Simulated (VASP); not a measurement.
Here is a VASP 6.6.1 calculation.

The input INCAR:

```
SYSTEM = Ag
ALGO = Fast
EDIFF = 1E-6
EDIFFG = -0.005
ENCUT = 600
GGA = PE
IBRION = 2
ISIF = 3
ISMEAR = 0
LASPH = .True.
LCHARG = .False.
LREAL = .False.
LWAVE = .False.
NELM = 100
NSW = 100
PREC = Accurate
SIGMA = 0.1
```

KPOINTS

```
k-points
0
Gamma
  18 18 10
  0 0 0
```

POSCAR

```
Ag
1.0
    2.9300000000      0.0000000000      0.0000000000
   -1.4650000000      2.5374544331      0.0000000000
    0.0000000000      0.0000000000      4.7900000000
Ag
2
Direct
    0.3333333333      0.6666666667      0.2500000000
    0.6666666667      0.3333333333      0.7500000000
```

Potentials or basis: VASP PAW PBE potentials, release 64 (Ag).

Launch:

```sh
$ cat potpaw_PBE.64/Ag/POTCAR > POTCAR
$ mpirun -np 1 vasp_std > vasp.out
```

What does it give for the relaxed cell?

a = 2.933 Å, b = 2.933 Å, c = 4.795 Å, α = 90.00°, β = 90.00°, γ = 120.00°.

What does it give for the space group after relaxing (to 0.05 Å)?

P6_3/mmc (No. 194).

Final structure:
```
Ag
1.0
     2.93254    0.00000    0.00000
    -1.46627    2.53965    0.00000
     0.00000    0.00000    4.79461
Ag
2
Direct
  0.33333 0.66667 0.25000
  0.66667 0.33333 0.75000
```
